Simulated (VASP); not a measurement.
Here is a VASP 6.6.1 calculation.

Contents of INCAR:

```
SYSTEM = I
  ALGO = Fast
  EDIFF = 1E-7
  ENCUT = 520
  GGA = PE
  ISIF = 2
  ISMEAR = -1
  LASPH = .True.
  LCHARG = .True.
  LELF = .True.
  LREAL = .False.
  LVHAR = .True.
  LWAVE = .False.
  NBANDS = 10
  NELM = 100
  PREC = Accurate
  SIGMA = 0.05
```

File KPOINTS:

```
k-points
0
Gamma
  11 11 11
  0 0 0
```

The input POSCAR:

```
I
1.0
   -1.5844374291      1.5844374291      4.1777466731
    1.5844374291     -1.5844374291      4.1777466731
    1.5844374291      1.5844374291     -4.1777466731
I
1
Direct
    0.0000000000      0.0000000000      0.0000000000
```

Potentials or basis: VASP PAW PBE potentials, release 64 (I).

Command:

```sh
$ cat potpaw_PBE.64/I/POTCAR > POTCAR
$ mpirun -np 1 vasp_std > vasp.out
```

(1) What does it give for the band gap on the k mesh?

(2) What does it give for the pressure?

## Answers

(1) none (metal or under the smearing width).

(2) 1.8 GPa.

Caveat: an odd number of electrons without spin polarisation forces a metal; a magnetic or distorted state may lie lower.
